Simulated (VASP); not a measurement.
Here is a VASP 6.6.1 calculation.

File INCAR:

```
SYSTEM = SnO2
PREC     = Accurate       ! precision mode
ENCUT    = 520            ! plane-wave cutoff, eV
EDIFF    = 1E-8           ! SCF threshold, eV
ISMEAR   = 0              ! smearing method
SIGMA    = 0.02           ! smearing width, eV
LREAL    = .FALSE.        ! projectors in reciprocal space
LASPH    = .TRUE.         ! aspherical terms in the spheres
NELM     = 60             ! most SCF steps
ALGO     = Fast           ! electronic algorithm
ISIF     = 2              ! what is computed and relaxed
LWAVE    = .FALSE.        ! write WAVECAR
LCHARG   = .FALSE.        ! write CHGCAR
GGA      = PE             ! functional
LEFG     = .TRUE.
```

The input KPOINTS:

```
regular mesh
0
G
  4 4 4
  0 0 0
```

File POSCAR:

```
SnO2
1.0
    5.1752560000      0.0000000000      0.0000000000
    0.0000000000      5.1752560000      0.0000000000
    0.0000000000      0.0000000000      5.1752560000
Sn O
4 8
Direct
    0.0000000000      0.0000000000      0.0000000000
    0.5000000000      0.0000000000      0.5000000000
    0.5000000000      0.5000000000      0.0000000000
    0.0000000000      0.5000000000      0.5000000000
    0.6610980000      0.8389020000      0.1610980000
    0.8389020000      0.1610980000      0.6610980000
    0.1610980000      0.6610980000      0.8389020000
    0.3389020000      0.3389020000      0.3389020000
    0.6610980000      0.6610980000      0.6610980000
    0.8389020000      0.3389020000      0.1610980000
    0.1610980000      0.8389020000      0.3389020000
    0.3389020000      0.1610980000      0.8389020000
```

Potentials or basis: VASP PAW PBE potentials, release 64 (Sn_d, O).

Launch:

```sh
$ cat potpaw_PBE.64/Sn_d/POTCAR potpaw_PBE.64/O/POTCAR > POTCAR
$ mpirun -np 1 vasp_std > vasp.out
```

(1) Predict the largest force.

(2) What does it give for the pressure?

Answers

(1) 0.005 eV/Å.

(2) -0.1 GPa.
